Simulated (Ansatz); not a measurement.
YN, DFT, LDA, PAW with Ansatz's default frozen-core files, scalar-relativistic (Ansatz 0.2.0), run on 1 thread of Arm Neoverse V1 on a shared host.

The cell comes from COD entry 9008768, which wasn't checked; take it as a given geometry. The listed cell was then made from it by scaling, straining or moving an atom.

Command: `ansatz run input.yaml --threads 1 --pin off --max-ram 3072MiB --backend cpu --events-out ev --progress --plain --runs-dir out`

```yaml
crystal:
  lattice:
    - [0.0, 2.4385, 2.48727]
    - [2.4385, 0.0, 2.48727]
    - [2.4385, 2.4385, 0.0]
  atoms:
    - { symbol: "Y", position: [0.0, 0.0, 0.0] }
    - { symbol: "N", position: [0.5, 0.5, 0.5] }
kpoints:
  mp_grid: { grid: [11, 11, 11] }
scf:
  occupations: { method: fermi_dirac, width: 0.03 }
hamiltonian:
  xc: lda
  pseudopotentials: { kind: paw }
output:
  forces: true
  stress: true
  eigenvalues: true
  efg: { contact_densities: true }
  write_density: true
  write_potential: true
  elf: true
  volumetric_format: npy
```

(1) How large is the problem that the program sets up?

(2) Estimate the wall time and the peak memory.

(3) And the same cell and mesh by all-electron PAW (datasets made for this crystal), asked for forces, stress, eigenvalues, efg, on the same hardware?

Results:

(1) 126 irreducible k-points, 553 plane waves at Γ, 12 bands.

(2) 4.2 s of wall time for 6 SCF iterations, with a peak of 0.36 GiB. Times on shared machines scatter by tens of per cent.

(3) 9.9 s, peak memory 0.43 GiB.
